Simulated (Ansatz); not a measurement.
Ti under changes of volume

One of the cells (17.636 Å³/atom); the others are scaled copies at fixed shape and fractional positions:

```
Ti
1.0
     2.95000    0.00000    0.00000
    -1.47500    2.55477    0.00000
     0.00000    0.00000    4.68000
Ti
2
Direct
  0.66667 0.33333 0.75000
  0.33333 0.66667 0.25000
```

* Program: Ansatz 0.2.0
* Functional: revPBE
* Dispersion: D3(BJ)
* Potentials or basis: Ansatz PAW
* Cutoff: 420 eV (not typed: the program's choice for these potentials)
* k mesh: 10 × 10 × 6
* Occupations: fermi-dirac, width 0.05 eV
* Spin: no spin polarisation

```csv
volume (Å³/atom),energy over the lowest point (meV/atom),pressure (GPa)
16.577,0.00,-3.6
16.930,10.48,-5.8
17.283,25.63,-7.9
17.636,45.05,-9.7
17.988,68.33,-11.4
18.341,?,?
18.694,125.14,-14.3
```

Task: What does the run at 18.341 Å³/atom give?

Result: Energy over the lowest point 95.14 meV/atom; pressure -12.9 GPa.

Worked out: A Birch-Murnaghan fit of order 3 (a polynomial in V^(-2/3)) to the other rows has no minimum within the range. It gives 95.13 meV/atom at 18.341 Å³/atom, against the run's 95.14, and -dE/dV = -12.9 GPa, against -12.9.

Energies are extrapolated to zero smearing.

Caveats: pairwise dispersion overbinds metals, which lowers pressure and volume; the PAW data sets come from PBE, with cores solved anew for the run's functional, which leaves a small shift of forces and pressure.
